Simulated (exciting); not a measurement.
# W (Im-3m) in exciting: further runs

One crystal, W, is run at these levels: PBE; tasks: single point.

Program: exciting (release sodium). These are calculated values, not measurements. Logs are shortened: lines on timing, memory, paths and dates and some standing lists are left out, and cuts for length are marked.

### Step 1. The crystal as given

The structure is cubic, space group Im-3m (No. 229). Conventional cell: a = 3.165 Å, b = 3.165 Å, c = 3.165 Å, α = 90.00°, β = 90.00°, γ = 90.00°. W (site symmetry m-3m) is surrounded by 8 W at 2.74 Å.

### Step 2. Single point, PBE

input.xml

```xml
<input>
  <title>W</title>
  <structure speciespath="./" tshift="false">
    <crystal scale="1">
      <basevect>-2.990198684671 2.990198684671 2.990198684671</basevect>
      <basevect>2.990198684671 -2.990198684671 2.990198684671</basevect>
      <basevect>2.990198684671 2.990198684671 -2.990198684671</basevect>
    </crystal>
    <species speciesfile="W.xml" rmt="2.3">
      <atom coord="0.000000000000 0.000000000000 0.000000000000"/>
    </species>
  </structure>
  <groundstate do="fromscratch" ngridk="12 12 12" rgkmax="9" gmaxvr="14" lmaxapw="10" lmaxmat="10" lmaxvr="8" xctype="GGA_PBE" stype="Gaussian" swidth="0.00084523" nempty="12" ValenceRelativity="iora*" epsengy="1e-05" epspot="1e-05" maxscl="60" tforce="true" outputlevel="normal"/>
</input>
```

Potentials or basis: all-electron LAPW+lo, shipped species files, valence relativity iora*.

On the command line:

```
$ OMP_NUM_THREADS=1 exciting_smp
```

INFO.OUT:

```text
================================================================================
EXCITING SODIUM started
[... 10 lines left out ...]

 Lattice vectors (cartesian) :
     -2.9901986847      2.9901986847      2.9901986847
      2.9901986847     -2.9901986847      2.9901986847
      2.9901986847      2.9901986847     -2.9901986847

 Reciprocal lattice vectors (cartesian) :
      0.0000000000      1.0506300701      1.0506300701
      1.0506300701      0.0000000000      1.0506300701
      1.0506300701      1.0506300701      0.0000000000

 Unit cell volume                           :     106.9449125463
 Brillouin zone volume                      :       2.3194204150

 Species :    1 (W)
     parameters loaded from                 :    W.xml
     name                                   :    tungsten
     nuclear charge                         :     -74.00000000
     electronic charge                      :      74.00000000
     atomic mass                            :  335119.81910000
     muffin-tin radius                      :       2.30000000
     # of radial points in muffin-tin       :     450

     atomic positions (lattice) :
[... 7 lines left out ...]
 Number of crystal symmetries               :      48

 k-point grid                               :      12   12   12
 Total number of k-points                   :      72
 k-point set is reduced with crystal symmetries

 R^MT_min * |G+k|_max (rgkmax)              :       9.00000000
 Species with R^MT_min                      :       1 (W)
 Maximum |G+k| for APW functions            :       3.91304348
 Maximum |G| for potential and density      :      14.00000000

 G-vector grid sizes                        :      24    24    24
 Total number of G-vectors                  :    4921

 Maximum angular momentum used for
     APW functions                          :      10
     computing H and O matrix elements      :      10
     potential and density                  :       8
     inner part of muffin-tin               :       2

 Total nuclear charge                       :     -74.00000000
 Total electronic charge                    :      74.00000000
 Total core charge                          :      46.00000000
 Total valence charge                       :      28.00000000

 Number of empty states                     :      12
 Total number of valence states             :      27

 Maximum Hamiltonian size                   :     143
 Maximum number of plane-waves              :     116
 Total number of local-orbitals             :      27

 Exchange-correlation type                  :      20
     Perdew-Burke-Ernzerhof, Phys. Rev. Lett. 77, 3865 (1996)
     Generalised gradient approximation (GGA)

 Smearing scheme                            :    Gaussian
 Smearing width                             :       0.00084523

 Using multisecant Broyden potential mixing
[... 16 lines left out ...]
+ SCF iteration number :    1                                                  +
++++++++++++++++++++++++++++++++++++++++++++++++++++++++++++++++++++++++++++++++
 Total energy                               :    -16153.16921973
 _______________________________________________________________
 Fermi energy                               :         0.58659181
 Kinetic energy                             :     18222.82441235
 Coulomb energy                             :    -34050.81497959
 Exchange energy                            :      -320.66489098
 Correlation energy                         :        -4.51376151

 DOS at Fermi energy (states/Ha/cell)       :        23.32297893

 Electron charges :
     core                                   :        46.00000000
     core leakage                           :         0.00000533
     valence                                :        28.00000000
     interstitial                           :         2.80936647
     charge in muffin-tin spheres :
                  atom     1     W          :        71.19063353
     total charge in muffin-tins            :        71.19063353
     total charge                           :        74.00000000

++++++++++++++++++++++++++++++++++++++++++++++++++++++++++++++++++++++++++++++++
+ SCF iteration number :    2                                                  +
++++++++++++++++++++++++++++++++++++++++++++++++++++++++++++++++++++++++++++++++
 Total energy                               :    -16161.44427503
 _______________________________________________________________
 Fermi energy                               :         0.57925309
 Kinetic energy                             :     18218.00082989
 Coulomb energy                             :    -34054.11678873
 Exchange energy                            :      -320.81395952
 Correlation energy                         :        -4.51435666

 DOS at Fermi energy (states/Ha/cell)       :        18.56327022

 Electron charges :
     core                                   :        46.00000000
     core leakage                           :         0.00000517
     valence                                :        28.00000000
     interstitial                           :         2.76161698
     charge in muffin-tin spheres :
                  atom     1     W          :        71.23838302
     total charge in muffin-tins            :        71.23838302
     total charge                           :        74.00000000

 RMS change in effective potential (target) :  0.332294E-01  ( 0.100000E-04)
 Absolute change in total energy   (target) :   8.27506      ( 0.100000E-04)
 Charge distance                   (target) :  0.171238E-02  ( 0.100000E-04)
 Abs. change in max-nonIBS-force   (target) :   0.00000      ( 0.500000E-04)

++++++++++++++++++++++++++++++++++++++++++++++++++++++++++++++++++++++++++++++++
+ SCF iteration number :    3                                                  +
++++++++++++++++++++++++++++++++++++++++++++++++++++++++++++++++++++++++++++++++
 Total energy                               :    -16164.57392219
 _______________________________________________________________
 Fermi energy                               :         0.57501094
 Kinetic energy                             :     18215.83174582
 Coulomb energy                             :    -34055.02486705
 Exchange energy                            :      -320.86633948
 Correlation energy                         :        -4.51446148

 DOS at Fermi energy (states/Ha/cell)       :        18.54686746

 Electron charges :
     core                                   :        46.00000000
     core leakage                           :         0.00000511
     valence                                :        28.00000000
     interstitial                           :         2.73404392
     charge in muffin-tin spheres :
                  atom     1     W          :        71.26595608
     total charge in muffin-tins            :        71.26595608
     total charge                           :        74.00000000
[... 241 lines left out ...]
 DOS at Fermi energy (states/Ha/cell)       :        46.24068787

 Electron charges :
     core                                   :        46.00000000
     core leakage                           :         0.00000509
     valence                                :        28.00000000
     interstitial                           :         2.69879350
     charge in muffin-tin spheres :
                  atom     1     W          :        71.30120650
     total charge in muffin-tins            :        71.30120650
     total charge                           :        74.00000000

 RMS change in effective potential (target) :  0.336366E-07  ( 0.100000E-04)
 Absolute change in total energy   (target) :  0.288152E-05  ( 0.100000E-04)
 Charge distance                   (target) :  0.140833E-08  ( 0.100000E-04)
 Abs. change in max-nonIBS-force   (target) :   0.00000      ( 0.500000E-04)

++++++++++++++++++++++++++++++++++++++++++++++++++++++++++++++++++++++++++++++++
+ SCF iteration number :   13                                                  +
++++++++++++++++++++++++++++++++++++++++++++++++++++++++++++++++++++++++++++++++
 Total energy                               :    -16166.13687328
 _______________________________________________________________
 Fermi energy                               :         0.57026320
 Kinetic energy                             :     18214.07018145
 Coulomb energy                             :    -34054.80779139
 Exchange energy                            :      -320.88504915
 Correlation energy                         :        -4.51421419

 DOS at Fermi energy (states/Ha/cell)       :        46.24076035

 Electron charges :
     core                                   :        46.00000000
     core leakage                           :         0.00000509
     valence                                :        28.00000000
     interstitial                           :         2.69879350
     charge in muffin-tin spheres :
                  atom     1     W          :        71.30120650
     total charge in muffin-tins            :        71.30120650
     total charge                           :        74.00000000

 RMS change in effective potential (target) :  0.301796E-07  ( 0.100000E-04)
 Absolute change in total energy   (target) :  0.282007E-06  ( 0.100000E-04)
 Charge distance                   (target) :  0.796883E-09  ( 0.100000E-04)
 Abs. change in max-nonIBS-force   (target) :   0.00000      ( 0.500000E-04)

++++++++++++++++++++++++++++++++++++++++++++++++++++++++++++++++++++++++++++++++
| Convergency criteria checked for the last 2 iterations                       +
| Convergence targets achieved. Performing final SCF iteration                 +
++++++++++++++++++++++++++++++++++++++++++++++++++++++++++++++++++++++++++++++++
 Total energy                               :    -16166.13689292
 _______________________________________________________________
 Fermi energy                               :         0.57026313
 Kinetic energy                             :     18214.07017589
 Coulomb energy                             :    -34054.80780497
 Exchange energy                            :      -320.88504965
 Correlation energy                         :        -4.51421420

 DOS at Fermi energy (states/Ha/cell)       :        46.23964557

 Electron charges :
     core                                   :        46.00000000
     core leakage                           :         0.00000509
     valence                                :        28.00000000
     interstitial                           :         2.69879390
     charge in muffin-tin spheres :
                  atom     1     W          :        71.30120610
     total charge in muffin-tins            :        71.30120610
     total charge                           :        74.00000000

++++++++++++++++++++++++++++++++++++++++++++++++++++++++++++++++++++++++++++++++
+ Self-consistent loop stopped                                                 +
++++++++++++++++++++++++++++++++++++++++++++++++++++++++++++++++++++++++++++++++
 STATE.OUT is written

--------------------------------------------------------------------------------
- Writing atomic positions and forces                                          -
--------------------------------------------------------------------------------

 Atomic positions (lattice) :
 atom     1   W  :     0.00000000    0.00000000    0.00000000

 Total atomic forces including IBS (cartesian) :
 atom     1   W  :     0.00000000    0.00000000    0.00000000

 Atomic force components including IBS (cartesian) :
 atom     1   W  :     0.00000000    0.00000000    0.00000000   HF force
                 :     0.00000000    0.00000000    0.00000000   core correction
                 :     0.00000000    0.00000000    0.00000000   IBS correction

********************************************************************************
[... 7 lines left out ...]
| EXCITING SODIUM stopped                                                      =
================================================================================
```

It took 35 s on 1 thread of Arm Neoverse V1, shared host; peak memory 0.1 GiB.

What came out:

```
Free energy                                       : -439902.9955 eV
Band gap on the k mesh                            : none (metal or under the smearing width)
All electrons inside the program's atomic spheres : W 71.30 (radii W 2.3 bohr)
```

### Step 3. Single point, PBE

Changes to input.xml since step 2:

```diff
@@ -12,3 +12,3 @@
   </structure>
-  <groundstate do="fromscratch" ngridk="12 12 12" rgkmax="9" gmaxvr="14" lmaxapw="10" lmaxmat="10" lmaxvr="8" xctype="GGA_PBE" stype="Gaussian" swidth="0.00084523" nempty="12" ValenceRelativity="iora*" epsengy="1e-05" epspot="1e-05" maxscl="60" tforce="true" outputlevel="normal"/>
+  <groundstate do="fromscratch" ngridk="12 12 12" rgkmax="9" gmaxvr="14" lmaxapw="10" lmaxmat="10" lmaxvr="8" xctype="GGA_PBE" stype="Gaussian" swidth="0.00088198" nempty="12" ValenceRelativity="iora*" epsengy="1e-05" epspot="1e-05" maxscl="60" tforce="true" outputlevel="normal"/>
 </input>
```

Potentials or basis: all-electron LAPW+lo, shipped species files, valence relativity iora*.

On the command line:

```
$ OMP_NUM_THREADS=1 exciting_smp
```

It took 50 s on 1 thread of Arm Neoverse V1, shared host; peak memory 0.1 GiB.

The run converged. Its results:

- Free energy: -439902.9950 eV
- Band gap on the k mesh: none (metal or under the smearing width)
- All electrons inside the program's atomic spheres: W 71.30 (radii W 2.3 bohr)

Levels at points of the mesh, in eV from the Fermi level:
```tsv
k point	band 11	band 12	band 13	band 14	band 15	band 16	band 17	band 18
(0.00, 0.00, 0.00)	-28.13	-9.54	-1.14	-1.14	-1.14	2.35	2.35	14.66
(0.50, 0.00, 0.00)	-28.16	-6.18	-3.48	0.81	2.24	3.23	6.26	11.22
(0.50, 0.50, 0.50)	-28.18	-5.74	-5.74	5.26	5.26	5.26	8.39	8.39
```

The run has no spin-orbit coupling, so splittings on W are missing.

[end of part 1 of 2]
